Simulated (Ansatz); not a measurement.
# Crystal structures of iridium under PBE

Computed with DFT, PBE, plane waves (420 eV) with PAW, scalar-relativistic (Ansatz 0.2.0).

Each structure is relaxed within its own symmetry, so a high-lying one may be dynamically unstable.

(1) Rank these structures of iridium by energy per atom, lowest first.
A. bcc
B. fcc
C. diamond
D. A15
E. hcp
F. simple cubic
G. omega (AlB2-type)
H. dhcp

| structure | ΔE (meV/atom) | V (Å³/atom) | cell | magnetic state |
| --- | --- | --- | --- | --- |
| fcc | 0 | 14.51 | a = 3.871 Å | non-magnetic |
| dhcp | 37 | 14.53 | a = 2.738 Å, c = 8.952 Å (c/a = 3.269) | non-magnetic |
| hcp | 79 | 14.57 | a = 2.746 Å, c = 4.462 Å (c/a = 1.625) | non-magnetic |
| omega (AlB2-type) | 336 | 14.98 | a = 4.380 Å, c = 2.705 Å (c/a = 0.618) | spin not included |
| A15 | 521 | 15.12 | a = 4.946 Å | spin not included |
| bcc | 632 | 15.07 | a = 3.112 Å | ferromagnetic, net 0.53 μB per atom |
| simple cubic | 1002 | 17.01 | a = 2.572 Å | non-magnetic |
| diamond | 1014 | 21.59 | a = 5.569 Å | non-magnetic |

ΔE counts from fcc.

Differences under about 8 meV lie within the error of the k-point mesh.

Answers

(1) B (0 meV/atom), H (37 meV/atom), E (79 meV/atom), G (336 meV/atom), D (521 meV/atom), A (632 meV/atom), F (1002 meV/atom), C (1014 meV/atom).
